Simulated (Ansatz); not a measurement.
## In in Ansatz: the effect of functional

Slab: In, a slab with vacuum.

```
CELL_PARAMETERS angstrom
3.33548 0.00000 0.00000
-1.66774 2.88861 0.00000
0.00000 0.00000 23.26371
ATOMIC_POSITIONS crystal
In 0.66667 0.33333 0.32239
In 0.33333 0.66667 0.44080
In 0.66667 0.33333 0.55920
In 0.33333 0.66667 0.67761
```

Alike in all runs:

- Program: Ansatz 0.2.0
- Task: work function
- Potentials or basis: all-electron LAPW, scalar-relativistic
- Basis error allowed: 0.002 eV/atom
- k mesh: 9 × 9 × 1
- Occupations: fermi-dirac, width 0.05 eV
- Spin: no spin polarisation

**Question.** One run gave: largest force 0.11 eV/Å; work function 3.75 eV. Which functional did it use?
A. PBE
B. PBEsol
C. LDA

**Answer.** A.

```csv
functional,cutoff,largest force (eV/Å),work function (eV)
PBE,154 eV (chosen from the basis error),0.11,3.75
LDA,155 eV (chosen from the basis error),0.16,4.04
PBEsol,154 eV (chosen from the basis error),0.10,3.84
```
